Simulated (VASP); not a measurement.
A run of VASP 6.6.1:

Contents of INCAR:

```
ALGO = Fast
EDIFF = 1E-6
EDIFFG = -0.005
ENCUT = 600
IBRION = 2
ISIF = 3
ISMEAR = 1
LASPH = T
LCHARG = F
LREAL = F
LWAVE = F
NELM = 120
NSW = 40
PREC = Accurate
SIGMA = 0.1
```

The input KPOINTS:

```
k-points
0
Gamma
  16 16 12
```

POSCAR

```
ZrB2
1.0
    3.1600000000      0.0000000000      0.0000000000
   -1.5800000000      2.7366402800      0.0000000000
    0.0000000000      0.0000000000      3.5200000000
Zr B
1 2
Direct
    0.0000000000      0.0000000000      0.0000000000
    0.3333333300      0.6666666700      0.5000000000
    0.6666666700      0.3333333300      0.5000000000
```

Potentials or basis: VASP PAW LDA potentials, release 64 (Zr_sv, B).

Run with:

```console
$ cat potpaw_LDA.64/Zr_sv/POTCAR potpaw_LDA.64/B/POTCAR > POTCAR
$ mpirun -np 1 vasp_std > vasp.out
```

Hardware: 1 thread of Intel(R) Xeon(R) Platinum 8259CL CPU @ 2.50GHz (Skylake/Cascade Lake) (shared host).

Question: How long does it take, and how much memory?

Answer: Wall time 7.6 min on 1 thread of Intel(R) Xeon(R) Platinum 8259CL CPU @ 2.50GHz (Skylake/Cascade Lake) (shared host), peak memory 0.24 GiB. Counts: scf iterations 73, k points 210, ion steps 8.
